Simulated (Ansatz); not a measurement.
The slice is one period of a {110} plane through atoms; its size isn't given.

All values below come from PBEsol (plane waves to 420 eV, PAW, scalar-relativistic; Ansatz, a program for electronic structure). Near the nuclei the fields are pseudised (PAW); where an atom keeps semicore shells as valence, they peak there.

```
|8888775544443333333333334444557788|
|7777665544444444444444444444556677|
|6655554444444444555544444444445555|
|4444444444445566777766554444444444|
|4444333344445577999977554444333344|
|3333333333446688999988664433333333|
|2222222233445577999977554433222222|
|1111112233335566777766553333221111|
|1111111122334444555544443322111111|
|0000001122223333444433332222110000|
|0000001111222233333333222211110000|
|0000000011112222222222221111000000|
|0000000011111111222211111111000000|
|0000000000111111111111111100000000|
|1100000000001111111111110000000000|
|1111111111000000000000000011111111|
|2222221111110000000000001111112222|
|3333222222111100000000111122222233|
|4433333322221100000000112222333333|
|4444443333221111000011112233334444|
|6655554433332211111111223333445555|
|7777665544332222111122223344556677|
|8888775544333322222222333344557788|
|9988776644443322222222334444667788|
```
Scale: ten equal steps from -1.99 (start of '0') to 1.59 (end of '9'), in the order '0123456789'. Values: log₁₀ of the valence density in e/Å³. The map has 17 points along u (two characters each, u = 0 at the left) and 24 along v (v = 0 in the bottom row). The scale is logarithmic, as a density can span decades between atoms and voids.

```
|xx25897422479852x|
|12479942222499742|
|55799522112259975|
|77997320000237997|
|9998421xxxx124899|
|8775320xxxx023577|
|4443221xxxx122344|
|11122220001222211|
|00012222112222100|
|00011222222221100|
|00001122222211000|
|00000112222110000|
|00000011111100000|
|00000000000000000|
|00000000000000000|
|11100000000000011|
|44310000000000134|
|87652100000012567|
|99875310000135789|
|77888520000258887|
|55678741001478765|
|12467862002687642|
|xx25797311379752x|
|xx15798422489751x|
```
Scale: ten equal steps from 0.01 (start of '0') to 0.70 (end of '9'), in the order '0123456789'. Values: electron localisation function (ELF). The map has 17 points along u (one character each, u = 0 at the left) and 24 along v (v = 0 in the bottom row). Points within 0.5 Å of a nucleus are blanked (x), as the pseudised field means little there.

Q: Which relaxed crystal do these maps come from?
A) BP (zinc blende)
B) BAs (zinc blende)
C) ZnTe (zinc blende)

A: C, ZnTe (zinc blende). Atoms on the slice: Te at (0.00, 0.00); Zn at (0.50, 0.75)

All were relaxed with their symmetry unable to fall. Spin-orbit coupling is left out. The PAW data are Ansatz's earlier set.
